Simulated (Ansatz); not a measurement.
A relaxation computed with Ansatz, from input to last step.

```yaml
crystal:
  lattice:
    - [-2.9754231984, 2.9754231984, 2.4386218306]
    - [2.9754231984, -2.9754231984, 2.4386218306]
    - [2.9754231984, 2.9754231984, -2.4386218306]
  atoms:
    - { symbol: Ta, position: [0.6623622555, 0.8376377445, 0.5] }
    - { symbol: Ta, position: [0.8376377445, 0.3376377445, 0.1752754891] }
    - { symbol: Ta, position: [0.3376377445, 0.1623622555, 0.5] }
    - { symbol: Ta, position: [0.1623622555, 0.6623622555, 0.8247245109] }
    - { symbol: Si, position: [0.25, 0.25, 0.0] }
    - { symbol: Si, position: [0.75, 0.75, 0.0] }
basis:
  ecutwfc: 420
kpoints:
  mp_grid: { grid: [10, 10, 10] }
hamiltonian:
  xc: pbesol
scf:
  occupations: { method: gaussian, width: 0.1 }
output:
  forces: true
  stress: true
  eigenvalues: true
  write_density: true
  write_potential: true
  elf: true
  volumetric_format: npy
relax:
  adjacent_minimum: "off"
  f_tol: 0.01
  max_steps: 30
  cell: { stress_tol: 0.1, fix: [volume] }
```

```bash
ansatz run input.yaml --threads 1 --pin off --max-ram 2560MiB --backend cpu --events-out ev --progress --plain --runs-dir out
```

The calculation used DFT PBEsol, scalar-relativistic, plane waves, PAW (Ansatz 0.2.0).

The volume is held at 0.91 times that of the relaxed cell.

Of 4 frames 3 are shown, positions in Å and forces in eV/Å; the SCF threshold varies from step to step. Steps run on the plane waves of an earlier cell, with a Pulay correction in the pressure. The basis is chosen afresh for the last frame, the zero of the energies, and at times for earlier ones too; energy and pressure step there, also at an unchanged geometry. The mark taken_back stands on steps that the optimiser undid.

```xyz
6
Lattice="-2.9754 2.9754 2.4386 2.9754 -2.9754 2.4386 2.9754 2.9754 -2.4386" Properties=species:S:1:pos:R:3:forces:R:3 pbc="T T T" step=1 free_energy_over_end_meV_per_atom=0.10 pressure_GPa=25.95
Ta    2.0092    0.9662    2.4386    0.0588   -0.0588    0.0000
Ta   -0.9662    2.0092    2.4386    0.0588    0.0588    0.0000
Ta    0.9662    2.0092    0.0000   -0.0588    0.0588    0.0000
Ta    3.9416    0.9662    0.0000   -0.0588   -0.0588    0.0000
Si    0.0000    0.0000    1.2193    0.0000    0.0000    0.0000
Si    0.0000    0.0000    3.6579    0.0000    0.0000    0.0000
6
Lattice="-2.9770 2.9770 2.4360 2.9770 -2.9770 2.4360 2.9770 2.9770 -2.4360" Properties=species:S:1:pos:R:3:forces:R:3 pbc="T T T" step=2 free_energy_over_end_meV_per_atom=0.33 pressure_GPa=25.76 taken_back
Ta    2.0170    0.9600    2.4360   -0.1137    0.1137    0.0000
Ta   -0.9600    2.0170    2.4360   -0.1137   -0.1137    0.0000
Ta    0.9600    2.0170    0.0000    0.1137   -0.1137    0.0000
Ta    3.9370    0.9600    0.0000    0.1137    0.1137    0.0000
Si    0.0000    0.0000    1.2180    0.0000    0.0000    0.0000
Si    0.0000    0.0000    3.6540    0.0000    0.0000    0.0000
6
Lattice="-2.9765 2.9765 2.4369 2.9765 -2.9765 2.4369 2.9765 2.9765 -2.4369" Properties=species:S:1:pos:R:3:forces:R:3 pbc="T T T" step=4 free_energy_over_end_meV_per_atom=0.00 pressure_GPa=25.88
Ta    2.0123    0.9642    2.4369   -0.0009    0.0009    0.0000
Ta   -0.9642    2.0123    2.4369   -0.0009   -0.0009    0.0000
Ta    0.9642    2.0123    0.0000    0.0009   -0.0009    0.0000
Ta    3.9407    0.9642    0.0000    0.0009    0.0009    0.0000
Si    0.0000    0.0000    1.2185    0.0000    0.0000    0.0000
Si    0.0000    0.0000    3.6553    0.0000    0.0000    0.0000
```

It took 90 s on 1 thread of Arm Neoverse V1 (shared host), peak memory 0.52 GiB.

Spin–orbit coupling is left out, which can shift energies with elements as heavy as these.